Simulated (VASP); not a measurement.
# ZnS in VASP: notebook, part 2 of 2

VASP 6.6.1.

## 4. Single point, PBEsol (equal xy, yz and zx shear strains of +1 %)

INCAR

```
PREC = Accurate ; ENCUT = 520
EDIFF = 1E-7 ; ISMEAR = -1
SIGMA = 0.03 ; LREAL = False
LASPH = True ; NELM = 80
ALGO = Normal ; ISIF = 2
LWAVE = False ; LCHARG = False
GGA = PS ; NBANDS = 26
```

KPOINTS

```
Automatic mesh
0
Gamma
  8 8 5
```

POSCAR

```
ZnS
1.0
    3.8109987816      0.0190549939      0.0190549939
   -1.8889972820      3.2908942616      0.0069746118
    0.0311700000      0.0311700000      6.2340000000
Zn S
2 2
Direct
    0.3333333333      0.6666666667      0.0000000000
    0.6666666667      0.3333333333      0.5000000000
    0.3333333333      0.6666666667      0.3850000000
    0.6666666667      0.3333333333      0.8850000000
```

Potentials or basis: VASP PAW PBE potentials, release 64 (Zn, S).

Command:

```console
$ cat potpaw_PBE.64/Zn/POTCAR potpaw_PBE.64/S/POTCAR > POTCAR
$ mpirun -np 1 vasp_std > vasp.out
```

OUTCAR:

```text
PREC = Accurate
   ENCUT = 520
   EDIFF = 1E-7
   ISMEAR = -1
   LREAL = False
   LASPH = True
   NELM = 80
   ISIF = 2
   GGA = PS

 ion  position               nearest neighbor table
   1  0.333  0.667  0.000-   4 2.30   4 2.31   4 2.33   3 2.40
   2  0.667  0.333  0.500-   3 2.31   3 2.31   3 2.32   4 2.40
   3  0.333  0.667  0.385-   2 2.31   2 2.31   2 2.32   1 2.40
   4  0.667  0.333  0.885-   1 2.30   1 2.31   1 2.33   2 2.40

  LATTYP: Found a triclinic cell.
 ALAT       =     3.8276012565
[... 889 lines left out ...]
     25      11.6433      0.00000
     26      11.8802      0.00000

 [... further k-points ...]
[... 5 lines left out ...]
  --------------------------------------------------------------------------------------
  -------------------------------------------------------------------------------------
  Total       -0.2312207     -0.2331919     -1.1407717     -0.2842101     -0.1784554     -0.1784895
  in kB       -4.7249219     -4.7652036    -23.3113124     -5.8077448     -3.6466803     -3.6473779
  external PRESSURE =     -10.9338126 kB  Pullay stress =       0.0000000 kB

 VOLUME and BASIS-vectors are now :
 -----------------------------------------------------------------------------
  energy-cutoff  :      520.00
  volume of cell :       78.40
      direct lattice vectors                 reciprocal lattice vectors
     3.810998782  0.019054994  0.019054994     0.261657712  0.150197797 -0.002059278
    -1.888997282  3.290894262  0.006974612    -0.001507496  0.303006654 -0.001507496
     0.031170000  0.031170000  6.234000000    -0.000798103 -0.000798103  0.160418632

 POSITION                                       TOTAL-FORCE (eV/Angst)
 -----------------------------------------------------------------------------------
      0.01100      2.20028      0.01100        -0.087874     -0.034198      0.310484
      1.92659      1.12525      3.13203         0.017405     -0.036174      0.308681
      0.02300      2.21228      2.41109        -0.031086      0.036196     -0.308202
      1.93859      1.13725      5.53212         0.101555      0.034176     -0.310963
 -----------------------------------------------------------------------------------
    total drift:                               -0.000006     -0.000012      0.000023

  FREE ENERGIE OF THE ION-ELECTRON SYSTEM (eV)
  ---------------------------------------------------
  free  energy   TOTEN  =       -15.1384600180 eV

  energy  without entropy=      -15.1384600180  energy(sigma->0) =      -15.13846002
```

Run time: 9.3 min. Hardware: 1 thread of Intel Xeon Platinum 8488C (Sapphire Rapids), shared host; peak memory 0.38 GiB.

What came out:

```yaml
Free_energy: -15.1385 eV
Pressure: -1.1 GPa
Largest_force: 0.329 eV/Å
Band_gap_on_the_k_mesh: 2.10 eV, direct
```

Forces on the atoms (eV/Å):
```
Zn  -0.088 -0.034  0.310
Zn   0.017 -0.036  0.309
S   -0.031  0.036 -0.308
S    0.102  0.034 -0.311
```

Stress tensor (GPa, compression positive):
```
-0.47 -0.58 -0.36
-0.58 -0.48 -0.36
-0.36 -0.36 -2.33
```

Caveat: the cell differs from its parent crystal (equal xy, yz and zx shear strains of +1 %); the PAW data sets were made with another functional, which shifts forces and pressure a little.

## 5. Single point, PBEsol (equal xy, yz and zx shear strains of +2 %)

INCAR

```
SYSTEM = ZnS
PREC = Accurate ; ENCUT = 520
EDIFF = 1E-6 ; ISMEAR = -1
SIGMA = 0.03 ; LREAL = .FALSE.
LASPH = .TRUE. ; NELM = 60
ALGO = Normal ; ISIF = 2
LWAVE = .FALSE. ; LCHARG = .FALSE.
GGA = PS ; NBANDS = 26
```

KPOINTS

```
Automatic mesh
0
G
  8 8 5
  0 0 0
```

POSCAR

```
ZnS
1.0
    3.8109987816      0.0381099878      0.0381099878
   -1.8724951732      3.2813667647      0.0139492237
    0.0623400000      0.0623400000      6.2340000000
Zn S
2 2
Direct
    0.3333333333      0.6666666667      0.0000000000
    0.6666666667      0.3333333333      0.5000000000
    0.3333333333      0.6666666667      0.3850000000
    0.6666666667      0.3333333333      0.8850000000
```

Command:

```console
$ cat potpaw_PBE.64/Zn/POTCAR potpaw_PBE.64/S/POTCAR > POTCAR
$ mpirun -np 1 vasp_std > vasp.out
```

It took 3.5 min on 1 thread of Intel Xeon Platinum 8259CL at 2.50GHz (Skylake/Cascade Lake), shared host; peak memory 0.38 GiB.

It converged, with:

* Free energy: -15.1291 eV
* Pressure: -1.0 GPa
* Largest force: 0.379 eV/Å
* Band gap on the k mesh: 2.07 eV, direct

Forces on the atoms (eV/Å):
```
Zn  -0.170 -0.064  0.316
Zn   0.035 -0.071  0.309
S   -0.062  0.071 -0.307
S    0.197  0.063 -0.318
```

Stress tensor (GPa, compression positive):
```
-0.40 -1.16 -0.73
-1.16 -0.42 -0.72
-0.73 -0.72 -2.30
```

Levels at points of the mesh, in eV from the valence-band top:
```
           k point  band 15  band 16  band 17  band 18  band 19  band 20  band 21  band 22
(0.00, 0.00, 0.00)    -0.87    -0.12    -0.01     0.00     2.07     2.85     6.08     6.28
(0.50, 0.00, 0.00)    -3.28    -2.23    -1.62    -0.95     3.57     4.22     5.01     7.12
(0.00, 0.50, 0.00)    -3.24    -2.31    -1.63    -1.03     3.45     4.13     5.01     7.02
(0.50, 0.50, 0.00)    -3.20    -2.40    -1.65    -1.10     3.33     4.03     5.03     6.92
```

Caveat: the cell differs from its parent crystal (equal xy, yz and zx shear strains of +2 %); the PAW data sets were made with another functional, which shifts forces and pressure a little.

## 6. The runs side by side

| cell | gap on the mesh (eV) | pressure (GPa) | largest force (eV/Å) |
| --- | --- | --- | --- |
| a = 3.811, b = 3.811, c = 6.234 Å, angles 90.0, 90.0, 120.0°, 4 atoms | 2.12 | -1.1 | 0.31 |
| a = 3.811, b = 3.828, c = 6.234 Å, angles 90.2, 90.6, 120.4°, 4 atoms | 2.08 | -1.1 | 0.33 |
| a = 3.811, b = 3.795, c = 6.234 Å, angles 89.8, 89.4, 119.6°, 4 atoms | 2.10 | -1.1 | 0.33 |
| a = 3.811, b = 3.778, c = 6.235 Å, angles 89.6, 88.8, 119.1°, 4 atoms | 2.07 | -1.0 | 0.38 |

Alike in all rows: task single point; level PBEsol; potentials or basis VASP PAW PBE potentials, release 64 (Zn, S); no spin polarisation; k mesh 8 × 8 × 5; cutoff (eV) 520; smearing fermi-dirac 0.03 eV.

Caveats: the PAW data sets were made with another functional, which shifts forces and pressure a little.

Absolute energies hang on the potentials; compare differences alone.

## 7. How close it comes

Step 2. A measured gap of ZnS is 3.911 eV (direct; 4 K; a printed reference work, monograph); the calculated 2.12 eV misses it by -1.80 eV. The value is that of PBEsol, without temperature or zero-point motion. Semilocal functionals fall short of measured gaps as a rule.
